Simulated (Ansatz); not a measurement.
Rutile GeO₂, treated with PBE in Ansatz (PAW).

Numerical settings: plane-wave cutoff 520 eV, 8×8×12 k mesh (along the axes of the cell as run), Fermi–Dirac smearing 0.01 eV, scalar-relativistic PAW data made under PBE.

Computed at the level's own relaxed cell.

Task: Predict the band gap, pressure derivative B′ of the bulk modulus and lattice parameter a.

Result: 
- band gap = 1.23 eV (direct)
- pressure derivative B′ of the bulk modulus = 6.7
- lattice parameter a = 4.487 Å

Measured, for comparison: band gap 4.68 eV (temperature not stated, not corrected to a static lattice, direct (forbidden), UV absorption; as tabulated in Mengle et al. (2019), arXiv:1905.10301); lattice constant a 4.397 Å (temperature not stated, not corrected to a static lattice; as tabulated in Saito and Ono (2011), arXiv:1008.4998). Computed (rounded) less measured: lattice constant a +2.0 %.

Note: the bulk modulus comes from volumes at which shape and atoms were relaxed.

Spin–orbit coupling is not included.

Cost on a shared machine: roughly 5 core-minutes.

Ansatz is a quantum-chemistry and plane-wave program.
